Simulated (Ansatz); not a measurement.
## ZnS: a prediction, then the measurements

All numbers below come from DFT PBE, scalar-relativistic, plane waves, PAW (Ansatz 0.2.0).

Plane waves to 420 eV, a k mesh through Γ of 12×12×6 on the computed 4-atom cell and Gaussian smearing (0.02 eV); no spin polarisation.

Relaxed structure, symmetry kept:

```xyz
4
Lattice="3.8455 0.0000 0.0000 -1.9227 3.3303 0.0000 0.0000 0.0000 6.3053" Properties=species:S:1:pos:R:3 pbc="T T T"
Zn    0.0000    2.2202    0.0329
Zn    1.9227    1.1101    3.1856
S     0.0000    2.2202    2.3946
S     1.9227    1.1101    5.5473
```

* Space group: P6_3mc (No. 186)
* Volume per atom: 20.19 Å³
* Formation energy from the elements' standard states (uncorrected): -0.819 eV/atom
* Kohn–Sham band gap: 2.08 eV, direct at Γ
* Löwdin character of the top 1 eV of the valence band: S 3p 88 %, Zn 3d 8 %
* Löwdin character of the lowest 1 eV of the conduction band: Zn 4s 57 %, S 3s 27 %, S 3p 15 %
* Electron masses at the edge by Cartesian direction of the standard setting (m_e; degenerate bands sorted by energy; no spin-orbit coupling): x: 0.18; y: 0.18; z: 0.16
* Hole masses at the edge by Cartesian direction of the standard setting (m_e; degenerate bands sorted by energy; no spin-orbit coupling): x: 1.6, 0.17; y: 1.6, 0.17; z: 1.6, 1.6
* Bulk modulus: 69 GPa
* Its pressure derivative: 4.4
* Bader charges (e): Zn (2 in the cell) 0.89, S (2 in the cell) -0.89

**The experiment to reproduce.**

A printed reference work, data compilation reports, for a bulk crystal of ZnS at 300 K: lattice constant c 6.2576 Å.

From a printed reference work, monograph, for a bulk crystal of ZnS at 4 K: band gap 3.911 eV (direct).

A measured lattice constant c of ZnS is 6.2576 Å (300 K; a printed reference work, data compilation); the calculated 6.305 Å misses it by +0.8 %. The calculation is for 0 K without zero-point motion. A measured band gap of ZnS is 3.911 eV (direct; 4 K; a printed reference work, monograph); the calculated 2.08 eV misses it by -1.83 eV. Kohn–Sham gaps of semilocal functionals fall short of measured ones as a rule.